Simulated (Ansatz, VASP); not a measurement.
Two plane-wave programs on SnO (Romarchite)

```
Sn O
1.0
     3.84006    0.00000    0.00000
     0.00000    3.84006    0.00000
     0.00000    0.00000    4.72847
Sn O
2 2
Cartesian
  1.9200 0.0000 1.1300
  0.0000 1.9200 3.5984
  0.0000 0.0000 0.0000
  1.9200 1.9200 0.0000
```

Change from the starting cell: epitaxial_xy strain +1.2%.

Alike in both runs: task single point; functional r2SCAN; k mesh 6 × 6 × 6; occupations fermi-dirac, width 0.02 eV; no spin polarisation.

```csv
,VASP,Ansatz
version,VASP 6.6.1,Ansatz 0.2.0
potentials or method,"VASP PAW PBE potentials, release 64 (Sn_d, O)","plane waves, PAW"
plane-wave cutoff (eV),520,500
valence electrons in the cell,40,40
```

Ansatz gave:

* pressure (GPa): -0.4
* largest component of the traceless stress (GPa): 1.51
* rms of the force components (eV/Å): 0.006

Estimate VASP's values.

pressure (GPa): 0.2; largest component of the traceless stress (GPa): 1.44; rms of the force components (eV/Å): 0.051.

Atom by atom the forces differ by 0.058 eV/Å (rms over components).

Caveats: the PAW data sets were made with another functional, which shifts forces and pressure a little (VASP).
